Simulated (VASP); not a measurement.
# Pb (Fm-3m) in VASP: notebook

Runs on Pb. Level: PBE+D3(BJ). Tasks: relaxation of the atoms.

Everything below comes from runs of VASP 6.6.1. Logs are shortened: lines on timing, memory, paths and dates and some standing lists are left out, and cuts for length are marked.

### 1 The structure

It takes space group Fm-3m (No. 225, cubic). The conventional cell has a = 4.958 Å, b = 4.958 Å, c = 4.958 Å, α = 90.00°, β = 90.00°, γ = 90.00°. Pb (site symmetry m-3m) is surrounded by 12 Pb at 3.51 Å.

### 2 Relaxation of the atoms, PBE+D3(BJ)

INCAR

```
SYSTEM = Pb
PREC = Accurate ; ENCUT = 600
EDIFF = 1E-7 ; ISMEAR = 1
SIGMA = 0.1 ; LREAL = .False.
LASPH = .True. ; NELM = 80
ALGO = Fast ; ISIF = 2
LWAVE = .False. ; LCHARG = .False.
GGA = PE ; IVDW = 12
IBRION = 2 ; NSW = 40
EDIFFG = -0.01
```

KPOINTS

```
Automatic mesh
0
Gamma
  14 14 14
  0 0 0
```

POSCAR

```
Pb                                      
1.0
    0.0000000000      2.4789482610      2.4789482610
    2.4789482610      0.0000000000      2.4789482610
    2.4789482610      2.4789482610      0.0000000000
  Pb            
     1
Direct
     1.0000000000000000    0.0000000000000000    1.0000000000000000
```

Potentials or basis: VASP PAW PBE potentials, release 64 (Pb_d).

Run with:

```console
cat potpaw_PBE.64/Pb_d/POTCAR > POTCAR
mpirun -np 1 vasp_std > vasp.out
```

OUTCAR:

```text
SYSTEM = Pb
   PREC = Accurate
   ENCUT = 600
   EDIFF = 1E-7
   ISMEAR = 1
   LREAL = .False.
   LASPH = .True.
   NELM = 80
   ISIF = 2
   GGA = PE
   IVDW = 12
   IBRION = 2
   NSW = 40
   EDIFFG = -0.01
 IVDW          = 12

 ion  position               nearest neighbor table
   1  0.000  0.000  0.000-

  LATTYP: Found a face centered cubic cell.
 ALAT       =     4.9578965220

  Lattice vectors:

 A1 = (   0.0000000000,   2.4789482610,   2.4789482610)
 A2 = (   2.4789482610,   0.0000000000,   2.4789482610)
 A3 = (   2.4789482610,   2.4789482610,   0.0000000000)

Analysis of symmetry for initial positions (statically):
=====================================================================
 Subroutine PRICEL returns:
 Original cell was already a primitive cell.

 Routine SETGRP: Setting up the symmetry group for a
 face centered cubic supercell.

 Subroutine GETGRP returns: Found 48 space group operations
 (whereof 48 operations were pure point group operations)
 out of a pool of 48 trial point group operations.

The static configuration has the point symmetry O_h .

Analysis of symmetry for dynamics (positions and initial velocities):
=====================================================================
 Subroutine PRICEL returns:
 Original cell was already a primitive cell.

 Routine SETGRP: Setting up the symmetry group for a
 face centered cubic supercell.

 Subroutine GETGRP returns: Found 48 space group operations
 (whereof 48 operations were pure point group operations)
 out of a pool of 48 trial point group operations.

The dynamic configuration has the point symmetry O_h .

 Subroutine INISYM returns: Found 48 space group operations
 (whereof 48 operations are pure point group operations),
 and found     1 'primitive' translations

----------------------------------------------------------------------------------------

                                     Primitive cell

  volume of cell :      30.4672

  direct lattice vectors                    reciprocal lattice vectors
     0.000000000  2.478948261  2.478948261    -0.201698441  0.201698441  0.201698441
     2.478948261  0.000000000  2.478948261     0.201698441 -0.201698441  0.201698441
     2.478948261  2.478948261  0.000000000     0.201698441  0.201698441 -0.201698441

  length of vectors
     3.505762251  3.505762251  3.505762251     0.349351948  0.349351948  0.349351948

  position of ions in fractional coordinates (direct lattice)
     0.000000000  0.000000000  0.000000000

  ion indices of the primitive-cell ions
   primitive index   ion index
                 1           1

----------------------------------------------------------------------------------------

 KPOINTS: Automatic mesh

Automatic generation of k-mesh.
 Grid dimensions read from file:
 generate k-points for:   14   14   14

 Generating k-lattice:

  Cartesian coordinates                     Fractional coordinates (reciprocal lattice)
    -0.014407032  0.014407032  0.014407032     0.071428571  0.000000000  0.000000000
     0.014407032 -0.014407032  0.014407032     0.000000000  0.071428571  0.000000000
     0.014407032  0.014407032 -0.014407032     0.000000000  0.000000000  0.071428571

  Length of vectors
     0.024953711  0.024953711  0.024953711

  Shift w.r.t. Gamma in fractional coordinates (k-lattice)
     0.000000000  0.000000000  0.000000000

 Subroutine IBZKPT returns following result:
 ===========================================

 Found    104 irreducible k-points:

 Following reciprocal coordinates:
            Coordinates               Weight
  0.000000  0.000000  0.000000      1.000000
  0.071429  0.000000  0.000000      8.000000
  0.142857  0.000000  0.000000      8.000000
  0.214286  0.000000  0.000000      8.000000
  0.285714  0.000000  0.000000      8.000000
  0.357143  0.000000  0.000000      8.000000
[... 16 lines left out ...]
  0.214286  0.142857  0.000000     24.000000
  0.285714  0.142857  0.000000     24.000000
 [... further k-points ...]
   k-points           NKPTS =    104   k-points in BZ     NKDIM =    104   number of bands    NBANDS=     11
   number of dos      NEDOS =    301   number of ions     NIONS =      1
   total plane-waves  NPLWV =  21952
   dimension x,y,z NGX =    28 NGY =   28 NGZ =   28
   dimension x,y,z NGXF=    56 NGYF=   56 NGZF=   56
   ions per type =               1
   NGX,Y,Z   is equivalent  to a cutoff of  13.28, 13.28, 13.28 a.u.
   NGXF,Y,Z  is equivalent  to a cutoff of  26.56, 26.56, 26.56 a.u.
 SYSTEM =  Pb
   PREC   = accura    normal or accurate (medium, high low for compatibility)
   ISTART =      0    job   : 0-new  1-cont  2-samecut
   ICHARG =      2    charge: 1-file 2-atom 10-const
   ISPIN  =      1    spin polarized calculation?
   LNONCOLLINEAR =      F non collinear calculations
   LSORBIT =      F    spin-orbit coupling
   LASPH  =      T    aspherical Exc in radial PAW
   ENCUT  =  600.0 eV  44.10 Ry    6.64 a.u.   7.00  7.00  7.00*2*pi/ulx,y,z
   NELM   =     80;   NELMIN=  2; NELMDL= -5     # of ELM steps
   EDIFF  = 0.1E-06   stopping-criterion for ELM
   LREAL  =      F    real-space projection
   EDIFFG = -.1E-01   stopping-criterion for IOM
   NSW    =     40    number of steps for IOM
   IBRION =      2    ionic relax: 0-MD 1-quasi-New 2-CG
   NFREE  =      1    steps in history (QN), initial steepest desc. (CG)
   ISIF   =      2    stress and relaxation
   ISYM   =      2    0-nonsym 1-usesym 2-fastsym
   POTIM  = 0.5000    time-step for ionic-motion
   TEBEG  =    0.0;   TEEND  =   0.0 temperature during run
   PSTRESS=    0.0 pullay stress
   NELECT =      14.0000    total number of electrons
   NUPDOWN=      -1.0000    fix difference up-down
   EMIN   =  10.00;   EMAX   =-10.00  energy-range for DOS
   EFERMI =   0.00;   METHOD = LEGACY
   ISMEAR =     1;   SIGMA  =   0.10  broadening in eV -4-tet -1-fermi 0-gaus
   EFERMI_NEDOS =   21; number of points for ismear=-14 and -15
   IALGO  =     68    algorithm
   IMIX   =      4    mixing-type and parameters
     AMIX     =   0.40;   BMIX     =  1.00
     AMIX_MAG =   1.60;   BMIX_MAG =  1.00
  volume/ion in A,a.u.               =      30.47       205.60
  Fermi-wavevector in a.u.,A,eV,Ry     =   1.263301  2.387292 21.713925  1.595928
  Thomas-Fermi vector in A             =   2.396665
   LORBIT       =      0    0 simple, 1 ext, 2 COOP (PROOUT), +10 PAW based schemes
   GGA     = PE    functional components
   LHFCALC =     F    Hartree Fock is set to
   AEXX    =    0.0000 exact exchange contribution
   IVDW    =    12    specifies the selected vdW correction
   LEPSILON=     F    determine dielectric tensor
   LRPA    =     F    only Hartree local field effects (RPA)
 conjugate gradient relaxation of ions
 non-spin polarized calculation
 RMM-DIIS sequential band-by-band and
 Methfessel and Paxton  Order N= 1 SIGMA  =   0.10
  energy-cutoff  :      600.00
  volume of cell :       30.47
 maximum number of plane-waves:      1034
   NGX = 13   NGY = 13   NGZ = 13

 number of electron      13.9999999 magnetization

 Free energy of the ion-electron system (eV)
  ---------------------------------------------------
  ext. energy  EPLUGINS =         0.00000000
  ---------------------------------------------------
  free energy    TOTEN  =        -3.55745256 eV

  energy without entropy =       -3.55740931  energy(sigma->0) =       -3.55743814

 E-fermi :   7.2702     XC(G=0): -10.1621

 val. band max:        7.2668508633   @ k =   0.3571   0.2143   0.0000
 cond. band min:       7.2721714723   @ k =  -0.2857   0.2857   0.0714
 fundamental gap:      0.0053206090
 Fermi energy:         7.2701706405

 k-point     1 :       0.0000    0.0000    0.0000
  band No.  band energies     occupation
      1      -9.8408      2.00000
      2      -9.8408      2.00000
      3      -9.8408      2.00000
      4      -9.7028      2.00000
      5      -9.7028      2.00000
      6      -4.4936      2.00000
      7      14.6090      0.00000
      8      14.6090      0.00000
      9      14.6090      0.00000
     10      16.9890      0.00000
     11      18.5124      0.00000

 k-point     2 :       0.0714    0.0000    0.0000
  band No.  band energies     occupation
      1      -9.8409      2.00000
      2      -9.8335      2.00000
      3      -9.8335      2.00000
      4      -9.7033      2.00000
      5      -9.7033      2.00000
      6      -4.3959      2.00000
      7      13.4192      0.00000
      8      14.4858      0.00000
      9      14.4858      0.00000
     10      16.7558      0.00000
     11      19.0509      0.00000

 k-point     3 :       0.1429    0.0000    0.0000
  band No.  band energies     occupation
      1      -9.8421      2.00000
      2      -9.8169      2.00000
      3      -9.8169      2.00000
      4      -9.7007      2.00000
      5      -9.7007      2.00000
      6      -4.1024      2.00000
      7      11.2593      0.00000
      8      14.1726      0.00000
      9      14.1726      0.00000
     10      16.4664      0.00000
     11      19.9281      0.00000

 k-point     4 :       0.2143    0.0000    0.0000
  band No.  band energies     occupation
      1      -9.8457      2.00000
      2      -9.8057      2.00000
      3      -9.8057      2.00000
      4      -9.6837      2.00000
      5      -9.6837      2.00000
      6      -3.6151      2.00000
      7       9.0390     -0.00000
      8      13.7772      0.00000
      9      13.7772      0.00000
     10      16.2543      0.00000
     11      19.2039      0.00000

 k-point     5 :       0.2857    0.0000    0.0000
  band No.  band energies     occupation
      1      -9.8521      2.00000
      2      -9.8086      2.00000
      3      -9.8086      2.00000
      4      -9.6489      2.00000
      5      -9.6489      2.00000
      6      -2.9454      2.00000
      7       6.9594      2.00010
      8      13.3880      0.00000
      9      13.3880      0.00000
     10      16.1480      0.00000
     11      18.2919      0.00000
[... 211 lines left out ...]
 k-point    21 :      -0.0714    0.0714    0.0000
  band No.  band energies     occupation
      1      -9.8441      2.00000
      2      -9.8246      2.00000
      3      -9.8177      2.00000
      4      -9.7113      2.00000
      5      -9.6955      2.00000
      6      -4.2329      2.00000
      7      12.4312      0.00000
      8      13.3950      0.00000
      9      14.7029      0.00000
     10      16.7993      0.00000
     11      19.1682      0.00000

 k-point    22 :       0.1429    0.1429    0.0000
  band No.  band energies     occupation
      1      -9.8713      2.00000
      2      -9.7865      2.00000
      3      -9.7865      2.00000
      4      -9.7358      2.00000
      5      -9.6801      2.00000
      6      -3.9724      2.00000
      7      12.1890      0.00000
      8      12.9053      0.00000
      9      12.9053      0.00000
     10      15.7949      0.00000
     11      17.7236      0.00000

 k-point    23 :       0.2143    0.1429    0.0000
  band No.  band energies     occupation
      1      -9.8805      2.00000
      2      -9.7709      2.00000
      3      -9.7637      2.00000
      4      -9.7407      2.00000
      5      -9.6645      2.00000
      6      -3.6149      2.00000
      7      10.4852      0.00000
      8      12.3521      0.00000
      9      12.6597      0.00000
     10      15.8348      0.00000
     11      16.8444      0.00000

 k-point    24 :       0.2857    0.1429    0.0000
  band No.  band energies     occupation
      1      -9.8810      2.00000
      2      -9.7837      2.00000
      3      -9.7560      2.00000
      4      -9.7146      2.00000
      5      -9.6345      2.00000
      6      -3.0686      2.00000
      7       8.4624     -0.00000
      8      11.9376      0.00000
      9      12.1781      0.00000
     10      15.6495      0.00000
     11      17.2403      0.00000

 [... further k-points ...]

------------------------ aborting loop because EDIFF is reached ----------------------------------------

 Edisp (eV)   -0.40768

 E8    (eV) :    -0.2066

  FORCE on cell =-STRESS in cart. coord.  units (eV):
  Direction    XX          YY          ZZ          XY          YZ          ZX
  --------------------------------------------------------------------------------------
  -------------------------------------------------------------------------------------
  Total       0.00789     0.00789     0.00789    -0.00000    -0.00000     0.00000
  in kB       0.41494     0.41494     0.41494    -0.00000    -0.00000     0.00000
  external pressure =        0.41 kB  Pullay stress =        0.00 kB

 VOLUME and BASIS-vectors are now :
 -----------------------------------------------------------------------------
  energy-cutoff  :      600.00
  volume of cell :       30.47
      direct lattice vectors                 reciprocal lattice vectors
     0.000000000  2.478948261  2.478948261    -0.201698441  0.201698441  0.201698441
     2.478948261  0.000000000  2.478948261     0.201698441 -0.201698441  0.201698441
     2.478948261  2.478948261  0.000000000     0.201698441  0.201698441 -0.201698441

 POSITION                                       TOTAL-FORCE (eV/Angst)
 -----------------------------------------------------------------------------------
      0.00000      0.00000      0.00000        -0.000000      0.000000     -0.000000
 -----------------------------------------------------------------------------------
    total drift:                               -0.000000     -0.000000     -0.000000

  FREE ENERGIE OF THE ION-ELECTRON SYSTEM (eV)
  ---------------------------------------------------
  free  energy   TOTEN  =        -3.9651347410 eV

  energy  without entropy=       -3.9650914899  energy(sigma->0) =       -3.96512032

 reached required accuracy - stopping structural energy minimisation
```

Wall time 28 s (1 thread of Intel Xeon 6975P-C (Granite Rapids), shared host); peak memory 0.18 GiB.

Results:

* Free energy: -3.9651 eV
* Pressure after relaxing: 0.0 GPa
* Band gap on the k mesh: none (metal or under the smearing width)
* Dispersion energy per atom: -0.408 eV

Final structure:
```
Pb
1.0
     0.00000    2.47895    2.47895
     2.47895    0.00000    2.47895
     2.47895    2.47895    0.00000
Pb
1
Direct
  0.00000 0.00000 0.00000
```

Levels at points of the mesh, in eV from the Fermi level:
| k point | band 4 | band 5 | band 6 | band 7 | band 8 | band 9 | band 10 | band 11 |
| --- | --- | --- | --- | --- | --- | --- | --- | --- |
| (0.00, 0.00, 0.00) | -16.97 | -16.97 | -11.76 | 7.34 | 7.34 | 7.34 | 9.72 | 11.24 |
| (0.50, 0.00, 0.00) | -16.84 | -16.84 | -8.17 | -4.22 | 5.51 | 5.51 | 9.20 | 9.38 |
| (0.50, 0.50, 0.00) | -16.81 | -16.81 | -6.77 | -3.29 | 2.00 | 2.00 | 5.32 | 6.59 |

Caveat: the relaxation stopped at its first step, so nothing moved; pairwise dispersion overbinds metals, which lowers pressure and volume. Spin-orbit coupling is left out, which matters for the levels of Pb.

### 3 Relaxation of the atoms, PBE+D3(BJ) (a relaxed cell with its volume scaled by 1.02)

INCAR is that of step 2.

KPOINTS is that of step 2.

POSCAR

```
Pb                                      
1.0
    0.0000000000      2.4953656154      2.4953656154
    2.4953656154      0.0000000000      2.4953656154
    2.4953656154      2.4953656154      0.0000000000
  Pb            
     1
Direct
     1.0000000000000000    0.0000000000000000    1.0000000000000000
```

Potentials or basis: VASP PAW PBE potentials, release 64 (Pb_d).

Run with:

```console
cat potpaw_PBE.64/Pb_d/POTCAR > POTCAR
mpirun -np 1 vasp_std > vasp.out
```

Run time: 34 s. Hardware: 1 thread of Intel Xeon 6975P-C (Granite Rapids), shared host; peak memory 0.18 GiB.

Results (log left out):

```
Free energy                : -3.9636 eV
Pressure after relaxing    : -0.8 GPa
Band gap on the k mesh     : none (metal or under the smearing width)
Dispersion energy per atom : -0.400 eV
```

Final structure:
```
Pb
1.0
     0.00000    2.49537    2.49537
     2.49537    0.00000    2.49537
     2.49537    2.49537    0.00000
Pb
1
Direct
  0.00000 0.00000 0.00000
```

Levels at points of the mesh, in eV from the Fermi level:
```
           k point  band 5  band 6  band 7  band 8  band 9  band 10
(0.00, 0.00, 0.00)  -16.95  -11.62    7.20    7.20    7.20     9.72
(0.50, 0.00, 0.00)  -16.83   -8.13   -4.11    5.42    5.42     9.20
(0.50, 0.50, 0.00)  -16.79   -6.78   -3.20    2.00    2.00     5.28
```

Caveat: the relaxation stopped at its first step, so nothing moved; pairwise dispersion overbinds metals, which lowers pressure and volume.
